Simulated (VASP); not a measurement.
# ZnSe (F-43m) in VASP: a series of runs

One crystal, ZnSe, is run at these levels: PBEsol; tasks: relaxation of cell and atoms.

Program: VASP 6.6.1. These are calculated values, not measurements. Logs are shortened: lines on timing, memory, paths and dates and some standing lists are left out, and cuts for length are marked.

**1. Starting point**

It takes space group F-43m (No. 216, cubic). Conventional cell: a = 5.668 Å, b = 5.668 Å, c = 5.668 Å, α = 90.00°, β = 90.00°, γ = 90.00°. Zn (site symmetry -43m) is surrounded by 4 Se at 2.45 Å. Se (site symmetry -43m) is surrounded by 4 Zn at 2.45 Å.

**2. Relaxation of cell and atoms, PBEsol**

File INCAR:

```
PREC = Accurate
ENCUT = 600
EDIFF = 1E-6
ISMEAR = 0
SIGMA = 0.03
LREAL = False
LASPH = True
NELM = 80
ALGO = Normal
ISIF = 3
LWAVE = False
LCHARG = False
GGA = PS
IBRION = 2
NSW = 90
EDIFFG = -0.01
KPAR = 4
```

File KPOINTS:

```
Automatic mesh
0
Gamma
  8 8 8
```

File POSCAR:

```
ZnSe
1.0
    0.0000000000      2.8338000000      2.8338000000
    2.8338000000      0.0000000000      2.8338000000
    2.8338000000      2.8338000000      0.0000000000
Zn Se
1 1
Direct
    0.0000000000      0.0000000000      0.0000000000
    0.2500000000      0.2500000000      0.2500000000
```

Potentials or basis: VASP PAW PBE potentials, release 64 (Zn, Se).

Command:

```sh
cat potpaw_PBE.64/Zn/POTCAR potpaw_PBE.64/Se/POTCAR > POTCAR
mpirun -np 4 vasp_std > vasp.out
```

OUTCAR:

```text
PREC = Accurate
   ENCUT = 600
   EDIFF = 1E-6
   ISMEAR = 0
   LREAL = False
   LASPH = True
   NELM = 80
   ISIF = 3
   GGA = PS
   IBRION = 2
   NSW = 90
   EDIFFG = -0.01

 ion  position               nearest neighbor table
   1  0.000  0.000  0.000-   2 2.45   2 2.45   2 2.45   2 2.45
   2  0.250  0.250  0.250-   1 2.45   1 2.45   1 2.45   1 2.45

  LATTYP: Found a face centered cubic cell.
 ALAT       =     5.6676000000

  Lattice vectors:

 A1 = (   0.0000000000,   2.8338000000,   2.8338000000)
 A2 = (   2.8338000000,   0.0000000000,   2.8338000000)
 A3 = (   2.8338000000,   2.8338000000,   0.0000000000)

Analysis of symmetry for initial positions (statically):
=====================================================================
 Subroutine PRICEL returns:
 Original cell was already a primitive cell.

 Routine SETGRP: Setting up the symmetry group for a
 face centered cubic supercell.

 Subroutine GETGRP returns: Found 24 space group operations
 (whereof 24 operations were pure point group operations)
 out of a pool of 48 trial point group operations.

The static configuration has the point symmetry T_d .

Analysis of symmetry for dynamics (positions and initial velocities):
=====================================================================
 Subroutine PRICEL returns:
 Original cell was already a primitive cell.

 Routine SETGRP: Setting up the symmetry group for a
 face centered cubic supercell.

 Subroutine GETGRP returns: Found 24 space group operations
 (whereof 24 operations were pure point group operations)
 out of a pool of 48 trial point group operations.

The dynamic configuration has the point symmetry T_d .

 Subroutine INISYM returns: Found 24 space group operations
 (whereof 24 operations are pure point group operations),
 and found     1 'primitive' translations

----------------------------------------------------------------------------------------

                                     Primitive cell

  volume of cell :      45.5132

  direct lattice vectors                    reciprocal lattice vectors
     0.000000000  2.833800000  2.833800000    -0.176441527  0.176441527  0.176441527
     2.833800000  0.000000000  2.833800000     0.176441527 -0.176441527  0.176441527
     2.833800000  2.833800000  0.000000000     0.176441527  0.176441527 -0.176441527

  length of vectors
     4.007598393  4.007598393  4.007598393     0.305605690  0.305605690  0.305605690

  position of ions in fractional coordinates (direct lattice)
     0.000000000  0.000000000  0.000000000
     0.250000000  0.250000000  0.250000000

  ion indices of the primitive-cell ions
   primitive index   ion index
                 1           1
                 2           2

----------------------------------------------------------------------------------------

 KPOINTS: Automatic mesh

Automatic generation of k-mesh.
 Grid dimensions read from file:
 generate k-points for:    8    8    8

 Generating k-lattice:

  Cartesian coordinates                     Fractional coordinates (reciprocal lattice)
    -0.022055191  0.022055191  0.022055191     0.125000000  0.000000000  0.000000000
     0.022055191 -0.022055191  0.022055191     0.000000000  0.125000000  0.000000000
     0.022055191  0.022055191 -0.022055191     0.000000000  0.000000000  0.125000000

  Length of vectors
     0.038200711  0.038200711  0.038200711

  Shift w.r.t. Gamma in fractional coordinates (k-lattice)
     0.000000000  0.000000000  0.000000000

 Subroutine IBZKPT returns following result:
 ===========================================

 Found     29 irreducible k-points:

 Following reciprocal coordinates:
            Coordinates               Weight
  0.000000  0.000000  0.000000      1.000000
  0.125000  0.000000  0.000000      8.000000
  0.250000  0.000000  0.000000      8.000000
  0.375000  0.000000  0.000000      8.000000
  0.500000  0.000000  0.000000      4.000000
  0.125000  0.125000  0.000000      6.000000
[... 16 lines left out ...]
  0.500000  0.250000  0.125000     48.000000
 -0.375000  0.250000  0.125000     24.000000
 [... further k-points ...]
   k-points           NKPTS =     29   k-points in BZ     NKDIM =     29   number of bands    NBANDS=     13
   number of dos      NEDOS =    301   number of ions     NIONS =      2
   total plane-waves  NPLWV =  32768
   dimension x,y,z NGX =    32 NGY =   32 NGZ =   32
   dimension x,y,z NGXF=    64 NGYF=   64 NGZF=   64
   ions per type =               1   1
   NGX,Y,Z   is equivalent  to a cutoff of  13.27, 13.27, 13.27 a.u.
   NGXF,Y,Z  is equivalent  to a cutoff of  26.55, 26.55, 26.55 a.u.
 SYSTEM =  unknown system
   PREC   = accura    normal or accurate (medium, high low for compatibility)
   ISTART =      0    job   : 0-new  1-cont  2-samecut
   ICHARG =      2    charge: 1-file 2-atom 10-const
   ISPIN  =      1    spin polarized calculation?
   LNONCOLLINEAR =      F non collinear calculations
   LSORBIT =      F    spin-orbit coupling
   LASPH  =      T    aspherical Exc in radial PAW
   ENCUT  =  600.0 eV  44.10 Ry    6.64 a.u.   8.00  8.00  8.00*2*pi/ulx,y,z
   NELM   =     80;   NELMIN=  2; NELMDL= -5     # of ELM steps
   EDIFF  = 0.1E-05   stopping-criterion for ELM
   LREAL  =      F    real-space projection
   EDIFFG = -.1E-01   stopping-criterion for IOM
   NSW    =     90    number of steps for IOM
   IBRION =      2    ionic relax: 0-MD 1-quasi-New 2-CG
   NFREE  =      1    steps in history (QN), initial steepest desc. (CG)
   ISIF   =      3    stress and relaxation
   ISYM   =      2    0-nonsym 1-usesym 2-fastsym
   POTIM  = 0.5000    time-step for ionic-motion
   TEBEG  =    0.0;   TEEND  =   0.0 temperature during run
   PSTRESS=    0.0 pullay stress
   NELECT =      18.0000    total number of electrons
   NUPDOWN=      -1.0000    fix difference up-down
   EMIN   =  10.00;   EMAX   =-10.00  energy-range for DOS
   EFERMI =   0.00;   METHOD = LEGACY
   ISMEAR =     0;   SIGMA  =   0.03  broadening in eV -4-tet -1-fermi 0-gaus
   EFERMI_NEDOS =   21; number of points for ismear=-14 and -15
   IALGO  =     38    algorithm
   IMIX   =      4    mixing-type and parameters
     AMIX     =   0.40;   BMIX     =  1.00
     AMIX_MAG =   1.60;   BMIX_MAG =  1.00
  volume/ion in A,a.u.               =      22.76       153.57
  Fermi-wavevector in a.u.,A,eV,Ry     =   1.201673  2.270834 19.647073  1.444019
  Thomas-Fermi vector in A             =   2.337476
   LORBIT       =      0    0 simple, 1 ext, 2 COOP (PROOUT), +10 PAW based schemes
   GGA     = PS    functional components
   LHFCALC =     F    Hartree Fock is set to
   AEXX    =    0.0000 exact exchange contribution
   IVDW    =     0    specifies the selected vdW correction
   LEPSILON=     F    determine dielectric tensor
   LRPA    =     F    only Hartree local field effects (RPA)
 conjugate gradient relaxation of ions
 non-spin polarized calculation
 Gauss-broadening in eV      SIGMA  =   0.03
  energy-cutoff  :      600.00
  volume of cell :       45.51
 maximum number of plane-waves:      1540
   NGX = 17   NGY = 17   NGZ = 17

--------------------------------------- Ionic step        1  -------------------------------------------

 number of electron      17.9999991 magnetization

 Free energy of the ion-electron system (eV)
  ---------------------------------------------------
  ext. energy  EPLUGINS =         0.00000000
  ---------------------------------------------------
  free energy    TOTEN  =        -6.77138296 eV

  energy without entropy =       -6.77138296  energy(sigma->0) =       -6.77138296

------------------------ aborting loop because EDIFF is reached ----------------------------------------

  FORCE on cell =-STRESS in cart. coord.  units (eV):
  Direction    XX          YY          ZZ          XY          YZ          ZX
  --------------------------------------------------------------------------------------
  -------------------------------------------------------------------------------------
  Total       -0.2581473     -0.2581473     -0.2581473      0.0000000      0.0000000      0.0000000
  in kB       -9.0874183     -9.0874183     -9.0874183      0.0000000      0.0000000      0.0000000
  external PRESSURE =      -9.0874183 kB  Pullay stress =       0.0000000 kB

 VOLUME and BASIS-vectors are now :
 -----------------------------------------------------------------------------
  energy-cutoff  :      600.00
  volume of cell :       45.51
      direct lattice vectors                 reciprocal lattice vectors
     0.000000000  2.833800000  2.833800000    -0.176441527  0.176441527  0.176441527
     2.833800000  0.000000000  2.833800000     0.176441527 -0.176441527  0.176441527
     2.833800000  2.833800000  0.000000000     0.176441527  0.176441527 -0.176441527
[... 37 lines left out ...]
 POSITION                                       TOTAL-FORCE (eV/Angst)
 -----------------------------------------------------------------------------------
      5.63231      5.63231      5.63231        -0.000000     -0.000000     -0.000000
      1.40808      1.40808      1.40808         0.000000      0.000000      0.000000
 -----------------------------------------------------------------------------------
    total drift:                                0.000000      0.000000      0.000000

  FREE ENERGIE OF THE ION-ELECTRON SYSTEM (eV)
  ---------------------------------------------------
  free  energy   TOTEN  =        -6.7730713438 eV

  energy  without entropy=       -6.7730713438  energy(sigma->0) =       -6.77307134

--------------------------------------- Ionic step        3  -------------------------------------------

 number of electron      17.9999986 magnetization

 Free energy of the ion-electron system (eV)
  ---------------------------------------------------
  ext. energy  EPLUGINS =         0.00000000
  ---------------------------------------------------
  free energy    TOTEN  =        -6.77324114 eV

  energy without entropy =       -6.77324114  energy(sigma->0) =       -6.77324114

 E-fermi :   1.7391     XC(G=0):  -9.5897

 val. band max:        1.6082360548   @ k =   0.0000   0.0000   0.0000
 cond. band min:       2.8344949639   @ k =   0.0000   0.0000   0.0000
 fundamental gap:      1.2262589092
 Fermi energy:         1.7390871917

 k-point     1 :       0.0000    0.0000    0.0000
  band No.  band energies     occupation
      1     -11.7685      2.00000
      2      -5.0013      2.00000
      3      -5.0013      2.00000
      4      -5.0013      2.00000
      5      -4.6170      2.00000
      6      -4.6170      2.00000
      7       1.6082      2.00000
      8       1.6082      2.00000
      9       1.6082      2.00000
     10       2.8345      0.00000
     11       7.3353      0.00000
     12       7.3353      0.00000
     13       7.3353      0.00000

 k-point     2 :       0.1250    0.0000    0.0000
  band No.  band energies     occupation
      1     -11.6642      2.00000
      2      -4.9964      2.00000
      3      -4.9848      2.00000
      4      -4.9848      2.00000
      5      -4.6185      2.00000
      6      -4.6185      2.00000
      7       0.2489      2.00000
      8       1.4502      2.00000
      9       1.4502      2.00000
     10       3.8445      0.00000
     11       7.2726      0.00000
[... 339 lines left out ...]
 k-point    24 :      -0.3750    0.2500    0.1250
  band No.  band energies     occupation
      1     -10.8096      2.00000
      2      -4.8969      2.00000
      3      -4.8562      2.00000
      4      -4.6529      2.00000
      5      -4.6102      2.00000
      6      -4.4010      2.00000
      7      -3.4113      2.00000
      8      -0.8845      2.00000
      9       0.0901      2.00000
     10       5.8074      0.00000
     11       7.0234      0.00000
     12       8.9811      0.00000
     13      10.2159      0.00000

 [... further k-points ...]
[... 5 lines left out ...]
  --------------------------------------------------------------------------------------
  -------------------------------------------------------------------------------------
  Total        0.0026510      0.0026510      0.0026510      0.0000000      0.0000000     -0.0000000
  in kB        0.0946316      0.0946316      0.0946316      0.0000000      0.0000000     -0.0000000
  external PRESSURE =       0.0946316 kB  Pullay stress =       0.0000000 kB

 VOLUME and BASIS-vectors are now :
 -----------------------------------------------------------------------------
  energy-cutoff  :      600.00
  volume of cell :       44.88
      direct lattice vectors                 reciprocal lattice vectors
    -0.000000000  2.820664609  2.820664609    -0.177263188  0.177263188  0.177263188
     2.820664609  0.000000000  2.820664609     0.177263188 -0.177263188  0.177263188
     2.820664609  2.820664609  0.000000000     0.177263188  0.177263188 -0.177263188

 POSITION                                       TOTAL-FORCE (eV/Angst)
 -----------------------------------------------------------------------------------
      0.00000      0.00000      0.00000        -0.000000     -0.000000     -0.000000
      1.41033      1.41033      1.41033         0.000000      0.000000      0.000000
 -----------------------------------------------------------------------------------
    total drift:                                0.000001      0.000001      0.000000

  FREE ENERGIE OF THE ION-ELECTRON SYSTEM (eV)
  ---------------------------------------------------
  free  energy   TOTEN  =        -6.7732411403 eV

  energy  without entropy=       -6.7732411403  energy(sigma->0) =       -6.77324114

 reached required accuracy - stopping structural energy minimisation
```

Run time: 12 s. Hardware: 4 MPI ranks of AMD EPYC 9R14 (Zen 4), shared host; peak memory 0.17 GiB.

What came out:

```yaml
Free_energy: -6.7732 eV
Relaxed_volume: 22.44 Å³/atom
Relaxed_cell: a = 3.989 Å, b = 3.989 Å, c = 3.989 Å, α = 60.00°, β = 60.00°, γ = 60.00°
Space_group_after_relaxing_to_0.05_Å: F-43m (No. 216)
Energy_gained_by_relaxing: 0.9 meV/atom
Ionic_steps: 3
Pressure_after_relaxing: 0.0 GPa
Band_gap_on_the_k_mesh: 1.23 eV, direct
```

The path:
```csv
step,energy change (eV),largest force (eV/Å),pressure (GPa),volume (Å³)
1,0.0000,0.0000,-0.91,45.51
2,-0.0017,0.0000,0.45,44.67
3,-0.0019,0.0000,0.01,44.88
```

Final structure:
```xyz
2
Lattice="0.0000 2.8207 2.8207 2.8207 0.0000 2.8207 2.8207 2.8207 0.0000" Properties=species:S:1:pos:R:3 pbc="T T T"
Zn    0.0000    0.0000    0.0000
Se    1.4103    1.4103    1.4103
```

Caveat: the PAW data sets were made with another functional, which shifts forces and pressure a little.

**3. Relaxation of cell and atoms, PBEsol**

This run uses another cell than the first one, of 22.44 Å³/atom, 0.986 times its volume.

Changes to INCAR since step 2:

```diff
@@ -2,3 +2,3 @@
 ENCUT = 600
-EDIFF = 1E-6
+EDIFF = 1E-7
 ISMEAR = 0
@@ -15,3 +15,3 @@
 NSW = 90
-EDIFFG = -0.01
+EDIFFG = -0.005
 KPAR = 4
```

KPOINTS is that of step 2.

File POSCAR:

```
ZnSe                                    
1.0
   -0.0000000000      2.8206646091      2.8206646091
    2.8206646091      0.0000000000      2.8206646091
    2.8206646091      2.8206646091      0.0000000000
  Zn              Se            
     1     1
Direct
     0.0000000000000000    0.0000000000000000    0.0000000000000000
     0.2500000000000000    0.2500000000000000    0.2500000000000000
```

Potentials or basis: VASP PAW PBE potentials, release 64 (Zn, Se).

Command:

```sh
cat potpaw_PBE.64/Zn/POTCAR potpaw_PBE.64/Se/POTCAR > POTCAR
mpirun -np 4 vasp_std > vasp.out
```

Wall time 7.7 s (4 MPI ranks of AMD EPYC 9R14 (Zen 4), shared host); peak memory 0.16 GiB.

Results (log left out):

| Quantity | Value |
| --- | --- |
| Free energy | -6.7731 eV |
| Pressure after relaxing | 0.0 GPa |
| Band gap on the k mesh | 1.23 eV, direct |

Final structure:
```cif
data_structure
_symmetry_space_group_name_H-M 'P 1'
_symmetry_Int_Tables_number 1
_cell_length_a 3.9890
_cell_length_b 3.9890
_cell_length_c 3.9890
_cell_angle_alpha 60.000
_cell_angle_beta 60.000
_cell_angle_gamma 60.000
_cell_volume 44.88
loop_
_atom_site_label
_atom_site_type_symbol
_atom_site_fract_x
_atom_site_fract_y
_atom_site_fract_z
_atom_site_occupancy
Zn1 Zn 0.00000 0.00000 0.00000 1
Se1 Se 0.25000 0.25000 0.25000 1
```

Levels at points of the mesh, in eV from the valence-band top:
| k point | band 5 | band 6 | band 7 | band 8 | band 9 | band 10 | band 11 | band 12 | band 13 |
| --- | --- | --- | --- | --- | --- | --- | --- | --- | --- |
| (0.00, 0.00, 0.00) | -6.22 | -6.22 | 0.00 | 0.00 | 0.00 | 1.23 | 5.73 | 5.73 | 5.73 |
| (0.50, 0.00, 0.00) | -6.21 | -6.06 | -5.37 | -0.90 | -0.90 | 2.47 | 6.30 | 6.30 | 8.44 |
| (0.50, 0.50, 0.00) | -6.17 | -6.04 | -4.85 | -2.26 | -2.26 | 2.81 | 3.37 | 10.71 | 11.27 |

Caveat: the relaxation stopped at its first step, so nothing moved; the PAW data sets were made with another functional, which shifts forces and pressure a little. As with any semilocal functional, this PBEsol gap is likely too small.
